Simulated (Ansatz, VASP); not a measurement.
**RbBr: VASP beside Ansatz**

```
Rb Br
1.0
     0.00000    3.42750    3.42750
     3.42750    0.00000    3.42750
     3.42750    3.42750    0.00000
Rb Br
1 1
Direct
  0.00000 0.00000 0.00000
  0.50000 0.50000 0.50000
```

Alike in both runs: task relaxation of cell and atoms; functional PBEsol; k mesh 6 × 6 × 6; occupations gaussian, width 0.02 eV; no spin polarisation.

```csv
,VASP,Ansatz
version,VASP 6.6.1,Ansatz 0.2.0
potentials or method,"VASP PAW PBE potentials, release 64 (Rb_sv, Br)","scalar-relativistic, plane waves, PAW"
plane-wave cutoff (eV),600,420
valence electrons in the cell,16,16
```

Ansatz gave:

| Property | Result |
| --- | --- |
| gap on the k mesh at the Fermi level, each at its own relaxed structure (eV) | 4.22 |
| relaxed volume (Å³/atom) | 40.18 |
| relaxed cell length with the largest relative difference (Å) | 4.844 |

Which values does VASP return?

gap on the k mesh at the Fermi level, each at its own relaxed structure (eV): 4.21; relaxed volume (Å³/atom): 40.22; relaxed cell length with the largest relative difference (Å): 4.845.

Caveats: the PAW data sets were made with another functional, which shifts forces and pressure a little (VASP). As with any semilocal functional, this PBEsol gap is likely too small.
